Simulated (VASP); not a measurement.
Set up this calculation in VASP 6.6.1, as the native input.

```yaml
Task: relaxation of cell and atoms
Functional: PBEsol
Potentials_or_basis: VASP PAW PBE potentials, release 64 (Sb_d_GW)
Cutoff: 680 eV
k_mesh: 9 × 9 × 9
Occupations: fermi-dirac, width 0.05 eV
Spin: no spin polarisation
Further_INCAR_settings: ALGO = Normal; EDIFF = 1e-06; IBRION = 2; EDIFFG = -0.02; NSW = 40; ISIF = 3
```

The structure of Sb lies in Sb.cif:

```cif
data_Sb
_cell_length_a 3.11729206
_cell_length_b 3.11729206
_cell_length_c 3.11729206
_cell_angle_alpha 90.00000000
_cell_angle_beta 90.00000000
_cell_angle_gamma 90.00000000
_space_group_name_H-M_alt 'Pm-3m'
_space_group_name_Hall '-P 4 2 3'
_space_group_IT_number 221
loop_
_space_group_symop_operation_xyz
'x,y,z'
'-x,-y,-z'
'-y,x,z'
'y,-x,-z'
'-x,-y,z'
'x,y,-z'
'y,-x,z'
'-y,x,-z'
'x,-y,-z'
'-x,y,z'
'-y,-x,-z'
'y,x,z'
'-x,y,-z'
'x,-y,z'
'y,x,-z'
'-y,-x,z'
'z,x,y'
'-z,-x,-y'
'z,-y,x'
'-z,y,-x'
'z,-x,-y'
'-z,x,y'
'z,y,-x'
'-z,-y,x'
'-z,x,-y'
'z,-x,y'
'-z,-y,-x'
'z,y,x'
'-z,-x,y'
'z,x,-y'
'-z,y,x'
'z,-y,-x'
'y,z,x'
'-y,-z,-x'
'x,z,-y'
'-x,-z,y'
'-y,z,-x'
'y,-z,x'
'-x,z,y'
'x,-z,-y'
'-y,-z,x'
'y,z,-x'
'-x,-z,-y'
'x,z,y'
'y,-z,-x'
'-y,z,x'
'x,-z,y'
'-x,z,-y'
loop_
_atom_site_label
_atom_site_type_symbol
_atom_site_symmetry_multiplicity
_atom_site_Wyckoff_symbol
_atom_site_fract_x
_atom_site_fract_y
_atom_site_fract_z
_atom_site_occupancy
Sb1 Sb 1 a 0.0000000000 0.0000000000 0.0000000000 1
```

The structure of Sb lies in POSCAR:

```
Sb
 1.0000000000000000
     3.1172920600000000    0.0000000000000000    0.0000000000000000
     0.0000000000000000    3.1172920600000000    0.0000000000000000
     0.0000000000000000    0.0000000000000000    3.1172920600000000
 Sb 
   1
Cartesian
  0.0000000000000000  0.0000000000000000  0.0000000000000000
```

This isn't the form of Sb at room conditions, which is rhombohedral.

The cell isn't the ideal one: volume scaled by 0.96.

One way to write it, as run:

INCAR

```
SYSTEM = Sb
ALGO     = Normal         ! electronic algorithm
EDIFF    = 1E-6           ! SCF threshold, eV
EDIFFG   = -0.02          ! ionic threshold
ENCUT    = 680            ! plane-wave cutoff, eV
GGA      = PS             ! functional
IBRION   = 2              ! ionic algorithm
ISIF     = 3              ! what is computed and relaxed
ISMEAR   = -1             ! smearing method
LASPH    = .TRUE.         ! aspherical terms in the spheres
LCHARG   = .FALSE.        ! write CHGCAR
LREAL    = .FALSE.        ! projectors in reciprocal space
LWAVE    = .FALSE.        ! write WAVECAR
NELM     = 80             ! most SCF steps
NSW      = 40             ! ionic steps
PREC     = Accurate       ! precision mode
SIGMA    = 0.05           ! smearing width, eV
```

KPOINTS

```
k-points
0
G
  9 9 9
  0 0 0
```

Potentials or basis: VASP PAW PBE potentials, release 64 (Sb_d_GW).

Run with:

```sh
$ ase convert -i cif -o vasp Sb.cif POSCAR
$ cat potpaw_PBE.64/Sb_d_GW/POTCAR > POTCAR
$ mpirun -np 1 vasp_std > vasp.out
```

Results of the run:

```json
{
 "Relaxed volume": "28.51 Å³/atom",
 "Relaxed cell": "a = 3.055 Å, b = 3.055 Å, c = 3.055 Å, α = 90.00°, β = 90.00°, γ = 90.00°",
 "Space group after relaxing (to 0.05 Å)": "Pm-3m (No. 221)",
 "Energy gained by relaxing": "18.8 meV/atom",
 "Ionic steps": "3",
 "Pressure after relaxing": "0.0 GPa",
 "Band gap on the k mesh": "none (metal or under the smearing width)"
}
```

Caveat: the PAW data sets were made with another functional, which shifts forces and pressure a little.

Wall time 23 s on 1 thread of AMD EPYC 9R45 (Zen 5), with other jobs on the host, peak memory 0.15 GiB.
